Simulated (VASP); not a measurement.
# InSe (P6_3/mmc) in VASP: notebook

One crystal, InSe, is run at these levels: LDA, PBE+D3(BJ); tasks: relaxation of cell and atoms.

All numbers are computed with VASP 6.6.1; they aren't measurements. Logs are shortened: lines on timing, memory, paths and dates and some standing lists are left out, and cuts for length are marked.

## Step 1: The crystal as given

It takes space group P6_3/mmc (No. 194, hexagonal). The conventional cell has a = 4.050 Å, b = 4.050 Å, c = 16.930 Å, α = 90.00°, β = 90.00°, γ = 120.00°. Around In (site symmetry 3m) lie 3 Se at 2.52 Å. Se (site symmetry 3m) is surrounded by 3 In at 2.52 Å.

## Step 2: Relaxation of cell and atoms, LDA

The input, INCAR:

```
SYSTEM = InSe
  PREC = Accurate
  ENCUT = 600
  EDIFF = 1E-6
  ISMEAR = 0
  SIGMA = 0.03
  LREAL = .FALSE.
  LASPH = .TRUE.
  NELM = 80
  ALGO = Normal
  ISIF = 3
  LWAVE = .FALSE.
  LCHARG = .FALSE.
  GGA = CA
  IBRION = 2
  NSW = 90
  EDIFFG = -0.01
  KPAR = 2
```

The input, KPOINTS:

```
Automatic mesh
0
G
  9 9 2
  0 0 0
```

The input, POSCAR:

```
InSe
1.0
    4.0500000000      0.0000000000      0.0000000000
   -2.0250000000      3.5074028853      0.0000000000
    0.0000000000      0.0000000000     16.9300000000
In Se
4 4
Direct
    0.3333333333      0.6666666667      0.1570000000
    0.6666666667      0.3333333333      0.6570000000
    0.3333333333      0.6666666667      0.3430000000
    0.6666666667      0.3333333333      0.8430000000
    0.3333333333      0.6666666667      0.6020000000
    0.6666666667      0.3333333333      0.1020000000
    0.3333333333      0.6666666667      0.8980000000
    0.6666666667      0.3333333333      0.3980000000
```

Potentials or basis: VASP PAW LDA potentials, release 64 (In_d, Se).

Launch:

```
> cat potpaw_LDA.64/In_d/POTCAR potpaw_LDA.64/Se/POTCAR > POTCAR
> mpirun -np 2 vasp_std > vasp.out
```

OUTCAR:

```text
SYSTEM = InSe
   PREC = Accurate
   ENCUT = 600
   EDIFF = 1E-6
   ISMEAR = 0
   LREAL = .FALSE.
   LASPH = .TRUE.
   NELM = 80
   ISIF = 3
   GGA = CA
   IBRION = 2
   NSW = 90
   EDIFFG = -0.01

 ion  position               nearest neighbor table
   1  0.333  0.667  0.157-   6 2.52   6 2.52   6 2.52   3 3.15
   2  0.667  0.333  0.657-   5 2.52   5 2.52   5 2.52   4 3.15
   3  0.333  0.667  0.343-   8 2.52   8 2.52   8 2.52   1 3.15
   4  0.667  0.333  0.843-   7 2.52   7 2.52   7 2.52   2 3.15
   5  0.333  0.667  0.602-   2 2.52   2 2.52   2 2.52
   6  0.667  0.333  0.102-   1 2.52   1 2.52   1 2.52
   7  0.333  0.667  0.898-   4 2.52   4 2.52   4 2.52
   8  0.667  0.333  0.398-   3 2.52   3 2.52   3 2.52

  LATTYP: Found a hexagonal cell.
 ALAT       =     4.0500000000
 C/A-ratio  =     4.1802469136

  Lattice vectors:

 A1 = (   4.0500000000,   0.0000000000,   0.0000000000)
 A2 = (  -2.0250000000,   3.5074028853,   0.0000000000)
 A3 = (   0.0000000000,   0.0000000000,  16.9300000000)

Analysis of symmetry for initial positions (statically):
=====================================================================
 Subroutine PRICEL returns:
 Original cell was already a primitive cell.

 Routine SETGRP: Setting up the symmetry group for a
 hexagonal supercell.

 Subroutine GETGRP returns: Found 24 space group operations
 (whereof 12 operations were pure point group operations)
 out of a pool of 24 trial point group operations.

The static configuration has the point symmetry D_3d.
 The point group associated with its full space group is D_6h.

Analysis of symmetry for dynamics (positions and initial velocities):
=====================================================================
 Subroutine PRICEL returns:
 Original cell was already a primitive cell.

 Routine SETGRP: Setting up the symmetry group for a
 hexagonal supercell.

 Subroutine GETGRP returns: Found 24 space group operations
 (whereof 12 operations were pure point group operations)
 out of a pool of 24 trial point group operations.

The dynamic configuration has the point symmetry D_3d.
 The point group associated with its full space group is D_6h.

 Subroutine INISYM returns: Found 24 space group operations
 (whereof 12 operations are pure point group operations),
 and found     1 'primitive' translations

----------------------------------------------------------------------------------------

                                     Primitive cell

  volume of cell :     240.4903

  direct lattice vectors                    reciprocal lattice vectors
     4.050000000  0.000000000  0.000000000     0.246913580  0.142555622  0.000000000
    -2.025000000  3.507402885  0.000000000     0.000000000  0.285111244  0.000000000
     0.000000000  0.000000000 16.930000000     0.000000000  0.000000000  0.059066745

  length of vectors
     4.050000000  4.050000000 16.930000000     0.285111244  0.285111244  0.059066745

  position of ions in fractional coordinates (direct lattice)
     0.333333333  0.666666667  0.157000000
     0.666666667  0.333333333  0.657000000
     0.333333333  0.666666667  0.343000000
     0.666666667  0.333333333  0.843000000
     0.333333333  0.666666667  0.602000000
     0.666666667  0.333333333  0.102000000
     0.333333333  0.666666667  0.898000000
     0.666666667  0.333333333  0.398000000

  ion indices of the primitive-cell ions
   primitive index   ion index
                 1           1
                 2           2
                 3           3
                 4           4
                 5           5
                 6           6
                 7           7
                 8           8

----------------------------------------------------------------------------------------

 KPOINTS: Automatic mesh

Automatic generation of k-mesh.
 Grid dimensions read from file:
 generate k-points for:    9    9    2

 Generating k-lattice:

  Cartesian coordinates                     Fractional coordinates (reciprocal lattice)
     0.027434842  0.015839514  0.000000000     0.111111111 -0.000000000  0.000000000
     0.000000000  0.031679027  0.000000000     0.000000000  0.111111111  0.000000000
     0.000000000  0.000000000  0.029533373     0.000000000  0.000000000  0.500000000

  Length of vectors
     0.031679027  0.031679027  0.029533373

  Shift w.r.t. Gamma in fractional coordinates (k-lattice)
     0.000000000  0.000000000  0.000000000

 Subroutine IBZKPT returns following result:
 ===========================================

 Found     24 irreducible k-points:

 Following reciprocal coordinates:
            Coordinates               Weight
  0.000000  0.000000  0.000000      1.000000
  0.111111  0.000000  0.000000      6.000000
  0.222222  0.000000  0.000000      6.000000
  0.333333  0.000000  0.000000      6.000000
  0.444444  0.000000  0.000000      6.000000
  0.111111  0.111111  0.000000      6.000000
[... 16 lines left out ...]
  0.333333  0.222222  0.500000     12.000000
  0.333333  0.333333  0.500000      2.000000
   k-points           NKPTS =     24   k-points in BZ     NKDIM =     24   number of bands    NBANDS=     45
   number of dos      NEDOS =    301   number of ions     NIONS =      8
   total plane-waves  NPLWV = 143360
   dimension x,y,z NGX =    32 NGY =   32 NGZ =  140
   dimension x,y,z NGXF=    64 NGYF=   64 NGZF=  280
   ions per type =               4   4
   NGX,Y,Z   is equivalent  to a cutoff of  13.14, 13.14, 13.75 a.u.
   NGXF,Y,Z  is equivalent  to a cutoff of  26.27, 26.27, 27.49 a.u.
 SYSTEM =  InSe
   PREC   = accura    normal or accurate (medium, high low for compatibility)
   ISTART =      0    job   : 0-new  1-cont  2-samecut
   ICHARG =      2    charge: 1-file 2-atom 10-const
   ISPIN  =      1    spin polarized calculation?
   LNONCOLLINEAR =      F non collinear calculations
   LSORBIT =      F    spin-orbit coupling
   LASPH  =      T    aspherical Exc in radial PAW
   ENCUT  =  600.0 eV  44.10 Ry    6.64 a.u.   8.09  8.09 33.81*2*pi/ulx,y,z
   NELM   =     80;   NELMIN=  2; NELMDL= -5     # of ELM steps
   EDIFF  = 0.1E-05   stopping-criterion for ELM
   LREAL  =      F    real-space projection
   EDIFFG = -.1E-01   stopping-criterion for IOM
   NSW    =     90    number of steps for IOM
   IBRION =      2    ionic relax: 0-MD 1-quasi-New 2-CG
   NFREE  =      1    steps in history (QN), initial steepest desc. (CG)
   ISIF   =      3    stress and relaxation
   ISYM   =      2    0-nonsym 1-usesym 2-fastsym
   POTIM  = 0.5000    time-step for ionic-motion
   TEBEG  =    0.0;   TEEND  =   0.0 temperature during run
   PSTRESS=    0.0 pullay stress
   NELECT =      76.0000    total number of electrons
   NUPDOWN=      -1.0000    fix difference up-down
   EMIN   =  10.00;   EMAX   =-10.00  energy-range for DOS
   EFERMI =   0.00;   METHOD = LEGACY
   ISMEAR =     0;   SIGMA  =   0.03  broadening in eV -4-tet -1-fermi 0-gaus
   EFERMI_NEDOS =   21; number of points for ismear=-14 and -15
   IALGO  =     38    algorithm
   IMIX   =      4    mixing-type and parameters
     AMIX     =   0.40;   BMIX     =  1.00
     AMIX_MAG =   1.60;   BMIX_MAG =  1.00
  volume/ion in A,a.u.               =      30.06       202.86
  Fermi-wavevector in a.u.,A,eV,Ry     =   1.115099  2.107232 16.918111  1.243446
  Thomas-Fermi vector in A             =   2.251701
   LORBIT       =      0    0 simple, 1 ext, 2 COOP (PROOUT), +10 PAW based schemes
   GGA     = CA    functional components
   LHFCALC =     F    Hartree Fock is set to
   AEXX    =    0.0000 exact exchange contribution
   IVDW    =     0    specifies the selected vdW correction
   LEPSILON=     F    determine dielectric tensor
   LRPA    =     F    only Hartree local field effects (RPA)
 conjugate gradient relaxation of ions
 non-spin polarized calculation
 Gauss-broadening in eV      SIGMA  =   0.03
  energy-cutoff  :      600.00
  volume of cell :      240.49
 maximum number of plane-waves:      8054
   NGX = 17   NGY = 17   NGZ = 67

--------------------------------------- Ionic step        1  -------------------------------------------

 number of electron      75.9999999 magnetization

 Free energy of the ion-electron system (eV)
  ---------------------------------------------------
  ext. energy  EPLUGINS =         0.00000000
  ---------------------------------------------------
  free energy    TOTEN  =       -31.71712564 eV

  energy without entropy =      -31.71673304  energy(sigma->0) =      -31.71692934

------------------------ aborting loop because EDIFF is reached ----------------------------------------

  FORCE on cell =-STRESS in cart. coord.  units (eV):
  Direction    XX          YY          ZZ          XY          YZ          ZX
  --------------------------------------------------------------------------------------
  -------------------------------------------------------------------------------------
  Total        8.7359929      8.7359929     -1.8265529      0.0000000      0.0000000     -0.0000000
  in kB       58.2002991     58.2002991    -12.1687283      0.0000000      0.0000000     -0.0000000
  external PRESSURE =      34.7439567 kB  Pullay stress =       0.0000000 kB
[... 107 lines left out ...]
  FREE ENERGIE OF THE ION-ELECTRON SYSTEM (eV)
  ---------------------------------------------------
  free  energy   TOTEN  =       -32.7413261133 eV

  energy  without entropy=      -32.7412155236  energy(sigma->0) =      -32.74127082

[... ionic steps 4 to 21 ...]

--------------------------------------- Ionic step       22  -------------------------------------------

 number of electron      75.9999990 magnetization

------------------------ aborting loop because EDIFF is reached ----------------------------------------

  FORCE on cell =-STRESS in cart. coord.  units (eV):
  Direction    XX          YY          ZZ          XY          YZ          ZX
  --------------------------------------------------------------------------------------
  -------------------------------------------------------------------------------------
  Total        0.0123086      0.0123086     -0.0073482      0.0000000      0.0000000     -0.0000000
  in kB        0.0877543      0.0877543     -0.0523894      0.0000000      0.0000000     -0.0000000
  external PRESSURE =       0.0410397 kB  Pullay stress =       0.0000000 kB
[... 69 lines left out ...]
  energy  without entropy=      -33.3293457032  energy(sigma->0) =      -33.32934570

--------------------------------------- Ionic step       24  -------------------------------------------

 number of electron      75.9999989 magnetization

 Free energy of the ion-electron system (eV)
  ---------------------------------------------------
  ext. energy  EPLUGINS =         0.00000000
  ---------------------------------------------------
  free energy    TOTEN  =       -33.32936982 eV

  energy without entropy =      -33.32936982  energy(sigma->0) =      -33.32936982

 E-fermi :   4.5206     XC(G=0):  -9.4422

 val. band max:        4.3513087673   @ k =   0.0000   0.0000   0.0000
 cond. band min:       4.6530064633   @ k =   0.0000   0.0000   0.0000
 fundamental gap:      0.3016976960
 Fermi energy:         4.5205633842

 k-point     1 :       0.0000    0.0000    0.0000
  band No.  band energies     occupation
      1     -10.5196      2.00000
      2     -10.5188      2.00000
      3     -10.3012      2.00000
      4     -10.3012      2.00000
      5     -10.3006      2.00000
      6     -10.3006      2.00000
[... 1176 lines left out ...]
  FREE ENERGIE OF THE ION-ELECTRON SYSTEM (eV)
  ---------------------------------------------------
  free  energy   TOTEN  =       -33.3293698177 eV

  energy  without entropy=      -33.3293698177  energy(sigma->0) =      -33.32936982

 reached required accuracy - stopping structural energy minimisation
```

It took 24 min on 2 MPI ranks of Intel Xeon Platinum 8488C (Sapphire Rapids), shared host; peak memory 0.52 GiB.

What came out:

```yaml
Free_energy: -33.3294 eV
Relaxed_volume: 28.09 Å³/atom
Relaxed_cell: a = 3.968 Å, b = 3.968 Å, c = 16.484 Å, α = 90.00°, β = 90.00°, γ = 120.00°
Space_group_after_relaxing_to_0.05_Å: P6_3/mmc (No. 194)
Energy_gained_by_relaxing: 201.5 meV/atom
Ionic_steps: 24
Pressure_after_relaxing: 0.0 GPa
Largest_force_after_relaxing: 0.005 eV/Å
Band_gap_on_the_k_mesh: 0.30 eV, direct
```

Forces on the atoms (eV/Å):
```
In   0.000  0.000 -0.005
In   0.000  0.000 -0.005
In   0.000  0.000  0.005
In   0.000  0.000  0.005
Se   0.000  0.000  0.001
Se   0.000  0.000  0.001
Se   0.000  0.000 -0.001
Se   0.000  0.000 -0.001
```

The path:
```tsv
step	energy change (eV)	largest force (eV/Å)	pressure (GPa)	volume (Å³)
1	0.0000	2.6343	3.47	240.49
2	-0.9462	0.2471	-4.28	263.56
3	-1.0242	0.8227	-2.99	258.06
4	-1.3972	0.2735	-1.33	241.65
5	-1.4222	0.2951	-0.62	236.81
6	-1.5404	0.3988	0.65	229.78
7	-1.5496	0.4564	1.22	227.00
8	-1.5960	0.0465	-0.41	229.96
9	-1.5993	0.1014	-0.11	229.37
10	-1.6028	0.0532	-0.11	228.74
11	-1.6028	0.0586	-0.10	228.72
12	-1.6039	0.0580	0.03	227.95
13	-1.6045	0.0911	0.26	226.62
14	-1.6050	0.0894	0.27	226.53
15	-1.6063	0.0823	0.26	226.27
16	-1.6085	0.0678	0.23	225.74
17	-1.6113	0.0386	0.20	224.69
18	-1.6094	0.0277	0.16	222.58
19	-1.6118	0.0189	0.19	224.03
20	-1.6122	0.0186	-0.01	224.94
21	-1.6122	0.0140	-0.02	224.83
22	-1.6122	0.0116	0.00	224.72
23	-1.6122	0.0112	0.02	224.71
24	-1.6122	0.0054	0.02	224.75
```

Final structure:
```
In Se
1.0
     3.96779    0.00000    0.00000
    -1.98389    3.43620    0.00000
     0.00000    0.00000   16.48402
In Se
4 4
Cartesian
  0.0000 2.2908 2.7490
  1.9839 1.1454 10.9910
  0.0000 2.2908 5.4930
  1.9839 1.1454 13.7350
  0.0000 2.2908 9.7160
  1.9839 1.1454 1.4740
  0.0000 2.2908 15.0100
  1.9839 1.1454 6.7680
```

Levels at points of the mesh, in eV from the valence-band top:
```tsv
k point	band 34	band 35	band 36	band 37	band 38	band 39	band 40	band 41	band 42	band 43
(0.00, 0.00, 0.00)	-1.19	-1.19	-1.11	-1.11	0.00	0.30	1.76	2.04	2.07	4.15
(0.00, 0.00, 0.50)	-1.14	-1.14	-1.14	-1.02	-1.02	1.23	1.23	2.06	2.06	4.22
```

Caveat: spin-orbit coupling is left out, which moves the levels of the heavy elements. LDA usually gives volumes a few per cent too small.

## Step 3: Relaxation of cell and atoms, LDA

This run uses another cell than the first one, of 28.09 Å³/atom, 0.935 times its volume.

Changes to INCAR since step 2:

```diff
@@ -3,3 +3,3 @@
   ENCUT = 600
-  EDIFF = 1E-6
+  EDIFF = 1E-7
   ISMEAR = 0
@@ -16,3 +16,3 @@
   NSW = 90
-  EDIFFG = -0.01
+  EDIFFG = -0.005
   KPAR = 2
```

KPOINTS is that of step 2.

The input, POSCAR:

```
InSe                                    
1.0
    3.9677855476      0.0000000000      0.0000000000
   -1.9838927738      3.4362030810     -0.0000000000
    0.0000000000      0.0000000000     16.4840187639
  In              Se            
     4     4
Direct
     0.3333333332999970    0.6666666667000030    0.1667681075436339
     0.6666666667000030    0.3333333332999970    0.6667681075436342
     0.3333333332999970    0.6666666667000030    0.3332318924563660
     0.6666666667000030    0.3333333332999970    0.8332318924563658
     0.3333333332999970    0.6666666667000030    0.5894191996921579
     0.6666666667000030    0.3333333332999970    0.0894191996921580
     0.3333333332999970    0.6666666667000030    0.9105808003078421
     0.6666666667000030    0.3333333332999970    0.4105808003078419
```

Potentials or basis: VASP PAW LDA potentials, release 64 (In_d, Se).

Launch:

```
> cat potpaw_LDA.64/In_d/POTCAR potpaw_LDA.64/Se/POTCAR > POTCAR
> mpirun -np 2 vasp_std > vasp.out
```

OUTCAR:

```text
SYSTEM = InSe
   PREC = Accurate
   ENCUT = 600
   EDIFF = 1E-7
   ISMEAR = 0
   LREAL = .FALSE.
   LASPH = .TRUE.
   NELM = 80
   ISIF = 3
   GGA = CA
   IBRION = 2
   NSW = 90
   EDIFFG = -0.005

 ion  position               nearest neighbor table
   1  0.333  0.667  0.167-   6 2.62   6 2.62   6 2.62   3 2.74
   2  0.667  0.333  0.667-   5 2.62   5 2.62   5 2.62   4 2.74
   3  0.333  0.667  0.333-   8 2.62   8 2.62   8 2.62   1 2.74
   4  0.667  0.333  0.833-   7 2.62   7 2.62   7 2.62   2 2.74
   5  0.333  0.667  0.589-   2 2.62   2 2.62   2 2.62
[... 1422 lines left out ...]
  Total        0.0115149      0.0115149     -0.0153201      0.0000000      0.0000000      0.0000000
  in kB        0.0820677      0.0820677     -0.1091873      0.0000000      0.0000000      0.0000000
  external PRESSURE =       0.0183160 kB  Pullay stress =       0.0000000 kB

 VOLUME and BASIS-vectors are now :
 -----------------------------------------------------------------------------
  energy-cutoff  :      600.00
  volume of cell :      224.80
      direct lattice vectors                 reciprocal lattice vectors
     3.968330011 -0.000000000  0.000000000     0.251995171  0.145489480  0.000000000
    -1.984165005  3.436674600  0.000000000     0.000000000  0.290978960  0.000000000
     0.000000000  0.000000000 16.483643777     0.000000000  0.000000000  0.060666198

 POSITION                                       TOTAL-FORCE (eV/Angst)
 -----------------------------------------------------------------------------------
     -0.00000      2.29112      2.74864         0.000000      0.000000     -0.003033
      1.98417      1.14556     10.99046        -0.000000      0.000000     -0.003033
     -0.00000      2.29112      5.49318         0.000000      0.000000      0.003033
      1.98417      1.14556     13.73500        -0.000000     -0.000000      0.003033
     -0.00000      2.29112      9.71581         0.000000     -0.000000      0.000442
      1.98417      1.14556      1.47399        -0.000000     -0.000000      0.000442
     -0.00000      2.29112     15.00965         0.000000      0.000000     -0.000442
      1.98417      1.14556      6.76783        -0.000000      0.000000     -0.000442
 -----------------------------------------------------------------------------------
    total drift:                               -0.000000      0.000000     -0.000000

  FREE ENERGIE OF THE ION-ELECTRON SYSTEM (eV)
  ---------------------------------------------------
  free  energy   TOTEN  =       -33.3285403922 eV

  energy  without entropy=      -33.3285403922  energy(sigma->0) =      -33.32854039

 reached required accuracy - stopping structural energy minimisation
```

It took 2.6 min on 2 MPI ranks of Intel Xeon Platinum 8488C (Sapphire Rapids), shared host; peak memory 0.43 GiB.

Results:

```yaml
Free_energy: -33.3285 eV
Relaxed_volume: 28.10 Å³/atom
Relaxed_cell: a = 3.968 Å, b = 3.968 Å, c = 16.484 Å, α = 90.00°, β = 90.00°, γ = 120.00°
Space_group_after_relaxing_to_0.05_Å: P6_3/mmc (No. 194)
Energy_gained_by_relaxing: 0.0 meV/atom
Ionic_steps: 2
Pressure_after_relaxing: 0.0 GPa
Largest_force_after_relaxing: 0.003 eV/Å
Band_gap_on_the_k_mesh: 0.30 eV, direct
```

Forces on the atoms (eV/Å):
```
In   0.000  0.000 -0.003
In   0.000  0.000 -0.003
In   0.000  0.000  0.003
In   0.000  0.000  0.003
Se   0.000  0.000  0.000
Se   0.000  0.000  0.000
Se   0.000  0.000  0.000
Se   0.000  0.000  0.000
```

Final structure:
```
CELL_PARAMETERS angstrom
3.96833 0.00000 0.00000
-1.98417 3.43667 0.00000
0.00000 0.00000 16.48364
ATOMIC_POSITIONS crystal
In 0.33333 0.66667 0.16675
In 0.66667 0.33333 0.66675
In 0.33333 0.66667 0.33325
In 0.66667 0.33333 0.83325
Se 0.33333 0.66667 0.58942
Se 0.66667 0.33333 0.08942
Se 0.33333 0.66667 0.91058
Se 0.66667 0.33333 0.41058
```

Caveat: spin-orbit coupling is left out, which moves the levels of the heavy elements. Expect the measured gap to be larger: semilocal functionals such as LDA lack the derivative discontinuity.

[end of part 1 of 2]
